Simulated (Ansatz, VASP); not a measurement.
## Two plane-wave programs on CdS

```
CELL_PARAMETERS angstrom
0.00000 2.75324 2.75324
2.75324 0.00000 2.75324
2.75324 2.75324 0.00000
ATOMIC_POSITIONS crystal
Cd 0.00000 0.00000 0.00000
S 0.50000 0.50000 0.50000
```

Measurements of this composition are mostly on another form, of space group No. 186.

Alike in both runs: task relaxation of cell and atoms; functional PBEsol; k mesh 6 × 6 × 6; occupations fermi-dirac, width 0.05 eV; no spin polarisation.

|  | VASP | Ansatz |
| --- | --- | --- |
| version | VASP 6.6.1 | Ansatz 0.2.0 |
| potentials or method | VASP PAW PBE potentials, release 64 (Cd, S) | Ansatz PAW |
| plane-wave cutoff (eV) | 600 | 420 |
| valence electrons in the cell | 18 | 26 |

VASP gave:

```
gap on the k mesh at the Fermi level, each at its own relaxed structure (eV) : 0.13
relaxed volume (Å³/atom)                                                     : 19.78
relaxed cell length with the largest relative difference (Å)                 : 3.825
energy change over the relaxation (meV/atom)                                 : -14
```

Problem. What did Ansatz give for the same quantities?

Solution. gap on the k mesh at the Fermi level, each at its own relaxed structure (eV): 0.13; relaxed volume (Å³/atom): 19.66; relaxed cell length with the largest relative difference (Å): 3.817; energy change over the relaxation (meV/atom): -17.

The two sets of potentials don't hold the same shells in valence.

Caveats: the PAW data sets were made with another functional, which shifts forces and pressure a little (VASP); the plane-wave basis is chosen anew once the cell has moved, so the energies of steps on either side of that aren't comparable (Ansatz); the PAW data sets come from PBE, with cores solved anew for the run's functional, which leaves a small shift of forces and pressure (Ansatz). A k mesh can miss the band edges.
